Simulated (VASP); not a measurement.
# From VASP inputs to Ansatz: LiBr (strained rocksalt)

INCAR

```
NBANDS = 12
LASPH = .TRUE.
ENCUT = 520
LWAVE = .FALSE.
ISMEAR = -1
ISIF = 2
NSW = 0
IBRION = -1
PREC = Accurate
EDIFF = 1E-7
NELM = 120
SIGMA = 0.02
GGA = PE
LCHARG = .TRUE.
LREAL = .FALSE.
LELF = .TRUE.
```

KPOINTS

```
KPOINTS created by Atomic Simulation Environment
0
Gamma
8 8 8
0 0 0
```

KPOINTS_OPT

```
special points
7
Reciprocal
0.0000000000 0.0000000000 0.0000000000 1
0.5000000000 0.0000000000 0.5000000000 1
0.6250000000 0.2500000000 0.6250000000 1
0.3750000000 0.3750000000 0.7500000000 1
0.5000000000 0.5000000000 0.5000000000 1
0.5000000000 0.2500000000 0.7500000000 1
0.0750000000 0.0750000000 0.1500000000 1
```

POSCAR

```
Li Br
 1.0000000000000000
     0.0000000000000000    2.7201141349000002    2.7395650468000001
     2.7201141349000002    0.0000000000000000    2.7395650468000001
     2.7201141349000002    2.7201141349000002    0.0000000000000000
 Li  Br
   1   1
Cartesian
  0.0000000000000000  0.0000000000000000  0.0000000000000000
  2.7201141349000002  2.7201141349000002  2.7395650468000001
```

VASP ran with the recommended PBE PAW datasets (10 valence electrons in the cell).

Task: Translate these files to an Ansatz input.

Result: 

```yaml
crystal:
  lattice:
    - [0.0, 2.7201141349, 2.7395650468]
    - [2.7201141349, 0.0, 2.7395650468]
    - [2.7201141349, 2.7201141349, 0.0]
  atoms:
    - { symbol: Li, position: [0.0, 0.0, 0.0] }
    - { symbol: Br, position: [0.5, 0.5, 0.5] }
kpoints:
  mp_grid: { grid: [8, 8, 8] }
  band_path:
    path:
      - [0.0, 0.0, 0.0]
      - [0.5, 0.0, 0.5]
      - [0.625, 0.25, 0.625]
      - [0.375, 0.375, 0.75]
      - [0.5, 0.5, 0.5]
      - [0.5, 0.25, 0.75]
      - [0.075, 0.075, 0.15]
    npoints: 1
hamiltonian:
  xc: pbe
scf:
  occupations: { method: fermi_dirac, width: 0.02 }
  n_extra_bands: 4
output:
  forces: true
  stress: true
  eigenvalues: true
```

Other inputs would serve too.

```tsv
	VASP	Ansatz
gap between bands v and c	5.05 eV	5.04 eV
least direct gap	5.05 eV	5.04 eV
pressure	0.8 GPa	0.9 GPa
```

Each program uses its own PAW datasets. VASP's cell holds 10 valence electrons and Ansatz's 10. Ansatz's stress includes a Pulay correction; VASP's doesn't.
